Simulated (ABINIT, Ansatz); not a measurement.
Moving the dispersion correction in HfB2

The cell as given:

The structure is hexagonal, space group P6/mmm (No. 191). The conventional cell has a = 3.140 Å, b = 3.140 Å, c = 3.480 Å, α = 90.00°, β = 90.00°, γ = 120.00°. Hf (site symmetry 6/mmm) has 12 B at 2.51 Å as nearest neighbours. B (site symmetry -6m2) is surrounded by 3 B at 1.81 Å.

Kept alike: task relaxation of cell and atoms; functional PBE; k mesh 10 × 10 × 8; occupations fermi-dirac, width 0.05 eV; no spin polarisation. Program: Ansatz, Ansatz PAW, cutoff 420 eV. The mesh is that of the run's cell of 3 atoms. No spin-orbit coupling.

```csv
dispersion correction,volume (Å³/atom),first edge of the run's cell (Å),third edge of the run's cell (Å)
D3(BJ),9.725,3.121,3.460
D3(BJ)-ATM,9.765,3.124,3.465
D4,9.731,3.127,3.448
none,9.961,3.144,3.491
```

The relaxations keep at least the cell's symmetry (P6/mmm). For a metal such a mesh leaves the last digits unconverged. Relaxations stop with a little pressure left, so the last digits of a volume or edge aren't settled. Ansatz's relaxations hold a Pulay term in the stress (up to 0.2 GPa here).

What does the dispersion correction change here?

The volume runs from 9.725 (D3(BJ)) to 9.961 Å³/atom (none). Against no correction: D3(BJ) -2.4 %; D3(BJ)-ATM -2.0 %; D4 -2.3 %. Dispersion terms mostly attract and so lower the volume; the schemes' coefficients and damping set how far. A twin series (ABINIT, JTH PAW PBE v2.0) moves it by +0.2331 between D3(BJ) and none, against +0.2354 Å³/atom here. The first edge of the run's cell runs from 3.121 (D3(BJ)) to 3.144 Å (none). A twin series (ABINIT, JTH PAW PBE v2.0) moves it by +0.0233 between D3(BJ) and none, against +0.0234 Å here. The third edge of the run's cell runs from 3.448 (D4) to 3.491 Å (none). A twin series (ABINIT, JTH PAW PBE v2.0) moves it by +0.0305 between D3(BJ) and none, against +0.0311 Å here.
